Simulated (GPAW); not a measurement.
Ti:

```
Ti
1.0
    -1.64100    1.64100    1.64100
     1.64100   -1.64100    1.64100
     1.64100    1.64100   -1.64100
Ti
1
Direct
  0.00000 0.00000 0.00000
```

This isn't the form of Ti at room conditions, which is hcp.

Base run:

- Program: GPAW 26.7.0
- Functional: LDA
- Potentials or basis: the program's PAW data sets (release 1.2.1) made for this functional
- Cutoff: 600 eV
- Basis: pw
- k mesh: 11 × 11 × 11
- Occupations: fermi-dirac, width 0.05 eV
- Spin: no spin polarisation

Its results: band gap on the k mesh none (metal or under the smearing width); pressure -11.4 GPa.

**Question.** The run is repeated on the same cell with these changes: hubbard terms from none to Ti d U = 6 eV. What comes out?

**Answer.** Band gap on the k mesh none (metal or under the smearing width); pressure 0.1 GPa.

Caveats: U without spin polarisation on a metal has little footing (some runs); the U is typed as a test and isn't derived for this compound (some runs).
